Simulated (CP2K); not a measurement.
Crystal: BN.

```
N B
1.0
     2.55394    0.00000    0.00000
    -1.27697    2.21178    0.00000
     0.00000    0.00000    4.22685
N B
2 2
Direct
  0.33333 0.66667 0.12528
  0.66667 0.33333 0.62528
  0.33333 0.66667 0.49972
  0.66667 0.33333 0.99972
```

Measurements of this composition are mostly on another form, of space group No. 194.

Base run:

```yaml
Program: CP2K 2026.2
Functional: LDA
Potentials_or_basis: POTENTIAL_UZH N GTH-PBE-q5, B GTH-PBE-q3; TZVP-MOLOPT-PBE-GTH basis
Density_cutoff: 9184 eV
k_mesh: 12 × 12 × 6
Occupations: fermi-dirac, width 0.05 eV
Spin: no spin polarisation
```

Its results: band gap on the k mesh 4.90 eV, indirect (least direct gap 7.34 eV); pressure -3.1 GPa; largest force 0.003 eV/Å.

Question: The run is repeated on the same cell with these changes: functional from LDA to PBE. What comes out?

Answer: Band gap on the k mesh 5.24 eV, indirect (least direct gap 7.74 eV); pressure 0.7 GPa; largest force 0.014 eV/Å.

PBE binds less tightly than LDA, so the same cell stands under more pressure.

Caveats: the basis of atomic orbitals isn't converged, which shifts pressures, moduli and gaps; the potentials were made for another functional, which shifts forces and pressure (some runs).
